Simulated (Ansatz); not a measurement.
Fluorite SrF₂

Calculation: BLYP in Ansatz (plane waves, PAW).

Settings: plane-wave cutoff 520 eV, 10×10×10 k mesh, Fermi–Dirac smearing 0.01 eV, scalar-relativistic PAW data made under PBE.

Cell (measured lattice):

```
CELL_PARAMETERS angstrom
     -2.89980    -2.89980     0.00000
     -2.89980     0.00000    -2.89980
      0.00000    -2.89980    -2.89980
ATOMIC_POSITIONS crystal
  Sr 0.00000 0.00000 0.00000
  F  0.25000 0.25000 0.25000
  F  0.75000 0.75000 0.75000
```

```
Item                                          Result
-------------------------------------------  -------
band gap                                     7.02 eV
smallest direct gap on the k points sampled  7.12 eV
```

Measured, for comparison: band gap 11.1 eV (temperature not stated, not corrected to a static lattice; as tabulated in Aguado et al. (1999), arXiv:cond-mat/9901145).

Note: cell and atoms aren't relaxed at this level (pressure 3.9 GPa).

Spin–orbit coupling is not included.

Ansatz is a first-principles code.
